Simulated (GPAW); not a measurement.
Input of a GPAW 26.7.0 run:

File run.py:

```python
from ase import Atoms
from ase.calculators.mixing import SumCalculator
from ase.filters import FrechetCellFilter
from ase.io import write
from ase.optimize import BFGS
from dftd3.ase import DFTD3
from gpaw import GPAW, PW, setup_paths

setup_paths.insert(0, '.')

atoms = Atoms(['Ge', 'Fe', 'Fe', 'Fe'],
              cell=[[0.0, 2.8755854299, 2.8755854299],
                    [2.8755854299, 0.0, 2.8755854299],
                    [2.8755854299, 2.8755854299, 0.0]],
              scaled_positions=[[0.0, 0.0, 0.0],
                                [0.75, 0.75, 0.75],
                                [0.25, 0.25, 0.25],
                                [0.5, 0.5, 0.5]],
              pbc=True)
atoms.set_initial_magnetic_moments([0.0, 3.0, 3.0, 3.0])

calc = GPAW(mode=PW(600),
            xc='PBEsol',
            kpts={'size': (7, 7, 7), 'gamma': True},
            occupations={'name': 'fermi-dirac', 'width': 0.05},
            nbands=30,
            convergence={'density': 1e-05, 'forces': 0.0001},
            maxiter=150,
            txt='gpaw.txt')
atoms.calc = SumCalculator([calc, DFTD3(method='pbesol', damping='d3bj')])
opt = BFGS(FrechetCellFilter(atoms), trajectory='relax.traj', logfile='-')
done = opt.run(fmax=0.02, steps=60)
calc.write('gs.gpw')
write('result.traj', atoms)
print('Converged:', done)
print('Cell:', atoms.cell.cellpar().round(4))
print('Volume:', round(atoms.get_volume(), 4))
print(atoms.get_scaled_positions().round(5))
```

Potentials or basis: PAW data sets generated in the run's folder for this functional, pw.

The run is started by

```bash
$ gpaw-setup -f PBEsol Fe Ge
$ OMP_NUM_THREADS=1 python run.py
```

Problem. Estimate the space group after relaxing (to 0.05 Å).

Solution. Fm-3m (No. 225).

Problem. What does it give for the net moment?

Solution. 5.05 μB per cell.

Final structure:
```
Ge Fe
1.0
     0.00000    2.80472    2.80472
     2.80472    0.00000    2.80472
     2.80472    2.80472    0.00000
Ge Fe
1 3
Cartesian
  0.0000 0.0000 0.0000
  4.2071 4.2071 4.2071
  1.4024 1.4024 1.4024
  2.8047 2.8047 2.8047
```

Caveat: each step starts from the last one's moments, so a moment once lost doesn't come back; later steps reuse the first step's grids.
